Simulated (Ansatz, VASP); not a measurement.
**Zr in VASP and in Ansatz**

```xyz
3
Lattice="4.8059 0.0000 0.0000 -2.4029 4.1620 0.0000 0.0000 0.0000 2.9789" Properties=species:S:1:pos:R:3 pbc="T T T"
Zr    0.0000    0.0000    0.0000
Zr    0.0000    2.7747    1.4895
Zr    2.4029    1.3873    1.4895
```

Alike in both runs: task relaxation of cell and atoms; functional PBEsol; k mesh 6 × 6 × 6; occupations gaussian, width 0.1 eV; no spin polarisation.

|  | VASP | Ansatz |
| --- | --- | --- |
| version | VASP 6.6.1 | Ansatz 0.2.0 |
| potentials or method | VASP PAW PBE potentials, release 64 (Zr_sv) | scalar-relativistic, plane waves, PAW |
| plane-wave cutoff (eV) | 600 | 420 |
| valence electrons in the cell | 36 | 36 |

VASP gave:

| Property | Result |
| --- | --- |
| gap on the k mesh at the Fermi level, each at its own relaxed structure (eV) | none |
| relaxed volume (Å³/atom) | 22.17 |
| relaxed cell length with the largest relative difference (Å) | 3.115 |
| energy change over the relaxation (meV/atom) | -95 |

Q: Estimate Ansatz's values.

A: gap on the k mesh at the Fermi level, each at its own relaxed structure (eV): none; relaxed volume (Å³/atom): 22.22; relaxed cell length with the largest relative difference (Å): 3.119; energy change over the relaxation (meV/atom): -94.

A gap of «none» marks a metal or a gap that the smearing closes.

Caveats: the PAW data sets were made with another functional, which shifts forces and pressure a little (VASP).
